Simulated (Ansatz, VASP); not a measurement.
**Two plane-wave programs on Fe**

Contents of INCAR:

```
SYSTEM = Fe
  PREC = Accurate
  ENCUT = 520
  EDIFF = 1E-7
  ISMEAR = 0
  SIGMA = 0.6
  LREAL = .False.
  LASPH = .True.
  NELM = 150
  ALGO = Normal
  ISIF = 2
  LWAVE = .False.
  LCHARG = .False.
  ISPIN = 2
  MAGMOM = 1.988
  LORBIT = 11
  LMAXMIX = 4
  NBANDS = 14
```

File KPOINTS:

```
Automatic mesh
0
Gamma
  16 16 16
  0 0 0
```

POSCAR

```
Fe
1.0
   -1.3745984210      1.3745984210      1.3745984210
    1.3745984210     -1.3745984210      1.3745984210
    1.3745984210      1.3745984210     -1.3745984210
Fe
1
Direct
    0.0000000000      0.0000000000      0.0000000000
```

Input for Ansatz:

```yaml
crystal:
  lattice:
    - [-1.374598421, 1.374598421, 1.374598421]
    - [1.374598421, -1.374598421, 1.374598421]
    - [1.374598421, 1.374598421, -1.374598421]
  atoms:
    - { symbol: Fe, position: [0.0, 0.0, 0.0], spin: 1.988 }
hamiltonian:
  xc: lda
  pseudopotentials:
    kind: paw
    azcp:
      Fe: "pseudopotentials/Fe.paw.azcp"
basis:
  ecutwfc: 420
  fft_grid_basis: typed
kpoints:
  mp_grid: { grid: [16, 16, 16], shift: [0, 0, 0] }
magnetization:
  spin_polarized: true
scf:
  occupations: { method: gaussian, width: 0.6 }
  lower_state_search: "off"
output:
  stress: true
```

Alike in both runs: task single point; functional LDA; k mesh 16 × 16 × 16; occupations gaussian, width 0.6 eV; collinear spin.

|  | VASP | Ansatz |
| --- | --- | --- |
| version | VASP 6.6.1 | Ansatz 0.2.0 |
| potentials or method | VASP PAW LDA potentials, release 64 (Fe) | plane waves (420 eV) with PAW, scalar-relativistic |
| plane-wave cutoff (eV) | 520 | 420 |
| valence electrons in the cell | 8 | 16 |

Ansatz gave:

```
pressure (GPa)                                                : -0.5
net moment per atom (μB)                                      : 1.83
size of the moment on the site where the two differ most (μB) : 1.83
```

Q: What did VASP give for the same quantities?

A: Pressure (GPa): -1.8; net moment per atom (μB): 1.76; size of the moment on the site where the two differ most (μB): 1.73.

Site moments also hang on the region over which each program counts them. The two sets of potentials don't hold the same shells in valence. Ansatz warned: «pseudo_functional_mismatch».
